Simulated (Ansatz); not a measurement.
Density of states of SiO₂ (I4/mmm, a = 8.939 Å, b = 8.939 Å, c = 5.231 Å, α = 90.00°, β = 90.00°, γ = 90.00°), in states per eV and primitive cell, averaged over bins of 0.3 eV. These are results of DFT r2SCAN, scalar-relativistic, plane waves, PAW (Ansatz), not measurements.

Cutoff 500 eV; k points 6×6×6 on the computed 12-atom cell (Γ-centred); Gaussian smearing, width 0.02 eV; no spin polarisation.

The cell is relaxed at this level. The states (both spins) are summed by tetrahedra on a 9×9×9 mesh at the self-consistent density. Energies are bin centres; the table starts no lower than −8 eV and ends at 6 eV, or lower where the solved bands end.

The gap is 6.08 eV at this level, with the zero inside it.

```
E − E_F (eV) total O 2p Si 3p O 2s Si 3s
       -6.40   6.67   5.45   0.72  0.36   0.02
       -6.10   3.84   3.26   0.38  0.12   0.00
       -5.80  13.86  12.37   0.94  0.26   0.01
       -5.50   9.82   9.15   0.36  0.10   0.01
       -5.20  15.00  13.93   0.65  0.13   0.00
       -4.90   9.76   9.14   0.35  0.08   0.00
       -4.60  14.05  13.22   0.43  0.16   0.01
       -4.30   4.20   4.00   0.10  0.03   0.00
       -4.00   6.63   6.35   0.14  0.03   0.00
       -3.70   9.55   9.23   0.17  0.04   0.00
       -3.40   8.42   8.26   0.07  0.02   0.00
       -3.10   4.86   4.82   0.01  0.00   0.00
       -2.80   0.00   0.00   0.00  0.00   0.00
       -2.50   0.00   0.00   0.00  0.00   0.00
       -2.20   0.00   0.00   0.00  0.00   0.00
       -1.90   0.00   0.00   0.00  0.00   0.00
       -1.60   0.00   0.00   0.00  0.00   0.00
       -1.30   0.00   0.00   0.00  0.00   0.00
       -1.00   0.00   0.00   0.00  0.00   0.00
       -0.70   0.00   0.00   0.00  0.00   0.00
       -0.40   0.00   0.00   0.00  0.00   0.00
       -0.10   0.00   0.00   0.00  0.00   0.00
        0.20   0.00   0.00   0.00  0.00   0.00
        0.50   0.00   0.00   0.00  0.00   0.00
        0.80   0.00   0.00   0.00  0.00   0.00
        1.10   0.00   0.00   0.00  0.00   0.00
        1.40   0.00   0.00   0.00  0.00   0.00
        1.70   0.00   0.00   0.00  0.00   0.00
        2.00   0.00   0.00   0.00  0.00   0.00
        2.30   0.00   0.00   0.00  0.00   0.00
        2.60   0.00   0.00   0.00  0.00   0.00
        2.90   0.00   0.00   0.00  0.00   0.00
        3.20   0.24   0.00   0.02  0.03   0.09
        3.50   0.52   0.01   0.09  0.07   0.16
        3.80   0.75   0.03   0.17  0.10   0.19
        4.10   1.07   0.05   0.30  0.14   0.23
        4.40   1.14   0.06   0.36  0.14   0.21
        4.70   1.27   0.08   0.45  0.15   0.19
        5.00   1.89   0.13   0.73  0.20   0.21
        5.30   1.89   0.12   0.75  0.19   0.16
        5.60   2.92   0.17   1.06  0.29   0.30
```

The columns after the total are the Löwdin projections on the occupied valence shells of the potentials. The rest of the total lies in shells that are empty in the free atom, which aren't projected, and between the atoms.

This form isn't the usual stable structure of the compound.

Cost: 1 run of about 3 core-minutes, on Arm Neoverse V2 (shared hosts).